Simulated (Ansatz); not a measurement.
**Rb (I4/mmm) under several functionals**

Plane-wave DFT in Ansatz with scalar-relativistic PAW potentials. The same structure was relaxed (cell and atoms, symmetry kept) in separate runs at each level. This form isn't the element's structure at ambient conditions. No spin polarisation.

```csv
level,cutoff (eV),k mesh,V (Å³/atom),a (Å),c (Å),B0 (GPa)
PBE+D3(BJ),420,12×12×12,85.950,5.695,5.300,–
PBEsol,420,12×12×12,86.691,5.715,5.309,–
r2SCAN,500,10×10×10,95.352,5.909,5.462,–
```

Task: Where does PBE (420 eV, k mesh 10×10×10) fall?

Result: V (Å³/atom) 91.025, a (Å) 5.809, c (Å) 5.395, B0 (GPa) 3. Its volume is between those of PBEsol and r2SCAN. The usual order of volumes, PBEsol < PBE, holds here (86.691, 91.025 Å³/atom). As a rule PBEsol, built on the gradient expansion of slowly varying densities, lies between LDA and PBE; PBE's stronger gradient term for exchange weakens bonds. Adding D3 to PBE changes the volume by -5.6 %; the term is attractive, so it pulls cells in. In metals the pairwise form ignores screening by the conduction electrons and often pulls in too far. r2SCAN lies 4.8 % over PBE in volume.